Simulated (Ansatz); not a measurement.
## O-17 nuclear quadrupole resonance in SiO2

Cell: a computed structure from the Materials Project (it need not be an observed phase), taken as it stands.

```yaml
crystal:
  lattice:
    - [5.06907, 0.00000, 0.00000]
    - [-2.53454, 4.38995, 0.00000]
    - [0.00000, 0.00000, 8.55849]
  atoms:
    - { symbol: Si, position: [0.66667, 0.33333, 0.93713] }
    - { symbol: Si, position: [0.66667, 0.33333, 0.56287] }
    - { symbol: Si, position: [0.33333, 0.66667, 0.06287] }
    - { symbol: Si, position: [0.33333, 0.66667, 0.43713] }
    - { symbol: O, position: [0.00000, 0.42126, 0.00000] }
    - { symbol: O, position: [0.42126, 0.42126, 0.50000] }
    - { symbol: O, position: [0.57874, 0.00000, 0.50000] }
    - { symbol: O, position: [0.57874, 0.57874, 0.00000] }
    - { symbol: O, position: [0.00000, 0.57874, 0.50000] }
    - { symbol: O, position: [0.66667, 0.33333, 0.75000] }
    - { symbol: O, position: [0.33333, 0.66667, 0.25000] }
    - { symbol: O, position: [0.42126, 0.00000, 0.00000] }
```

Atom numbers follow the list; atoms alike are taken as one site, whose name carries the number of the first.

Level of theory: DFT, PBE, plane waves and PAW (field gradients read without the response of the frozen cores, which leaves them typically 4 to 6 % off), scalar-relativistic, 420 eV cutoff, Γ-centred 6×6×3 k-points, Fermi–Dirac smearing 0.02 eV (Ansatz 0.2.0).

O-17: I = 5/2, Q = -25.58 mb (year-2017 value). Static lattice, zero field.

Task: Predict the zero-field O-17 lines of each site.

Result: For I = 5/2 and η = 0 the lines are 3|C_Q|/20 and twice that; η pulls their ratio below 2.

```tsv
site	atoms	V_zz (10²¹ V/m²)	C_Q (MHz)	η	line frequencies (MHz)
O5	5, 6, 7, 8, 9, 12	9.93	-6.14	0.12	0.937, 1.84
O10	10, 11	10.56	-6.53	0.00	0.979, 1.96
```

An axis of threefold or higher order runs through O10, so V_zz lies along it and η is zero. At O5 V_zz runs parallel to the line that joins its two neighbours (within 1°).

The largest force is 0.3 eV/Å, so the atoms aren't at the calculated equilibrium and relaxing them would move these values.
